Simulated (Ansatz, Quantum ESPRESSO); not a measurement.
**Au and the pressure, program beside program**

The cell as given:

Symmetry: Fm-3m, No. 225, cubic system. Conventional cell: a = 4.070 Å, b = 4.070 Å, c = 4.070 Å, α = 90.00°, β = 90.00°, γ = 90.00°. Au (site symmetry m-3m) is surrounded by 12 Au at 2.88 Å.

Kept alike: task relaxation of cell and atoms; functional PBEsol; k mesh 11 × 11 × 11; occupations fermi-dirac, width 0.05 eV; no spin polarisation. The mesh is that of the run's cell of 1 atom. No spin-orbit coupling.

- A: Ansatz, Ansatz PAW, made for PBE, cutoff 420 eV
- B: Quantum ESPRESSO, GBRV 1.5 PBEsol, cutoff 707 eV

| pressure (GPa) | A: volume (Å³/atom) | B: volume (Å³/atom) |
| --- | --- | --- |
| 0 | 17.013 | 16.970 |
| 2 | ? | 16.787 |
| 5 | 16.568 | 16.531 |
| 10 | 16.189 | 16.159 |
| 20 | 15.568 | 15.544 |
| 30 | 15.065 | 15.045 |

Values on potentials made for another functional: all of A. Values hold for each row's relaxed cell, which stops near the pressure aimed at. Ansatz's stress holds its Pulay term. The runs follow the start's structure, whether or not it is the stable one at these pressures. For a metal such a mesh leaves the last digits unconverged.

Estimate the value left open.

In the median of the other rows A lies +0.030 Å³/atom from the other column, which points to 16.817; the run gave 16.826 Å³/atom, +0.009 from it.
